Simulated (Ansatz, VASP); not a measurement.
Ag in VASP and in Ansatz

```
Ag
1.0
     2.93251    0.00000    0.00000
     0.00000    2.93251    0.00000
     0.00000    0.00000   18.14719
Ag
3
Direct
  0.50000 0.50000 0.38573
  0.00000 0.00000 0.49774
  0.50000 0.50000 0.60973
```

Alike in both runs: functional PBE; k mesh 10 × 10 × 1; occupations gaussian, width 0.1 eV; no spin polarisation.

Ansatz relaxed the structure, and its values are those at the end. VASP's run is a single point on that final structure, the one shown.

|  | VASP | Ansatz |
| --- | --- | --- |
| version | VASP 6.6.1 | Ansatz 0.2.0 |
| potentials or method | VASP PAW PBE potentials, release 64 (Ag) | scalar-relativistic, plane waves, PAW |
| plane-wave cutoff (eV) | 520 | 420 |
| valence electrons in the cell | 33 | 57 |

|  | VASP | Ansatz | Ansatz less VASP |
| --- | --- | --- | --- |
| gap on the k mesh at the Fermi level (eV) | none | none | - |
| work function, face that differs most (eV) | 4.34 | 4.35 | +0.013 |

A gap of «none» marks a metal or a gap that the smearing closes. The two sets of potentials don't hold the same shells in valence.
